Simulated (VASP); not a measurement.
## Rh: relaxation of cell and atoms with PBE

Crystal: Rh.

```xyz
1
Lattice="-1.5110 1.5110 1.5110 1.5110 -1.5110 1.5110 1.5110 1.5110 -1.5110" Properties=species:S:1:pos:R:3 pbc="T T T"
Rh    0.0000    0.0000    0.0000
```

This isn't the form of Rh at room conditions, which is fcc.

| Item | Value |
| --- | --- |
| Program | VASP 6.6.1 |
| Task | relaxation of cell and atoms |
| Functional | PBE |
| Potentials or basis | VASP PAW PBE potentials, release 64 (Rh_pv) |
| Cutoff | 600 eV |
| k mesh | 20 × 20 × 20 |
| Occupations | gaussian, width 0.1 eV |
| Spin | no spin polarisation |
| Further INCAR settings | ALGO = Fast; EDIFF = 1e-07; IBRION = 2; EDIFFG = -0.005; NSW = 90; ISIF = 3 |

```yaml
Relaxed_volume: 14.46 Å³/atom
Relaxed_cell: a = 2.658 Å, b = 2.658 Å, c = 2.658 Å, α = 109.47°, β = 109.47°, γ = 109.47°
Space_group_after_relaxing_to_0.05_Å: Im-3m (No. 229)
Energy_gained_by_relaxing: 24.1 meV/atom
Ionic_steps: 17
Pressure_after_relaxing: 0.0 GPa
Band_gap_on_the_k_mesh: none (metal or under the smearing width)
```

The path:
```tsv
step	energy change (eV)	largest force (eV/Å)	pressure (GPa)	volume (Å³)
1	0.0000	0.0000	12.35	13.80
2	0.0773	0.0000	-18.44	16.04
3	-0.0241	0.0000	-0.36	14.48
4	-0.0241	0.0000	-0.11	14.46
5	-0.0241	0.0000	0.13	14.45
6	-0.0241	0.0000	0.16	14.45
7	-0.0241	0.0000	0.14	14.45
8	-0.0241	0.0000	0.15	14.45
9	-0.0241	0.0000	0.15	14.45
10	-0.0241	0.0000	0.15	14.45
11	-0.0241	0.0000	0.15	14.45
12	-0.0241	0.0000	0.15	14.45
13	-0.0241	0.0000	0.15	14.45
14	-0.0241	0.0000	0.13	14.45
15	-0.0241	0.0000	0.12	14.45
16	-0.0241	0.0000	0.10	14.45
17	-0.0241	0.0000	0.05	14.46
```

Final structure:
```
CELL_PARAMETERS angstrom
-1.53460 1.53460 1.53460
1.53460 -1.53460 1.53460
1.53460 1.53460 -1.53460
ATOMIC_POSITIONS crystal
Rh 0.00000 0.00000 0.00000
```

Levels at points of the mesh, in eV from the Fermi level:
| k point | band 3 | band 4 | band 5 | band 6 | band 7 | band 8 | band 9 | band 10 | band 11 |
| --- | --- | --- | --- | --- | --- | --- | --- | --- | --- |
| (0.00, 0.00, 0.00) | -45.97 | -7.42 | -2.74 | -2.74 | -2.74 | -0.41 | -0.41 | 18.44 | 18.44 |
| (0.50, 0.00, 0.00) | -45.97 | -5.54 | -4.18 | -0.47 | -0.09 | 1.36 | 1.53 | 9.03 | 14.57 |
| (0.50, 0.50, 0.50) | -46.42 | -5.52 | -5.52 | 1.05 | 1.05 | 1.05 | 9.34 | 9.34 | 9.34 |

It took 2.4 min on 1 thread of Intel(R) Xeon(R) Platinum 8488C (Sapphire Rapids), on a shared host, peak memory 0.19 GiB.
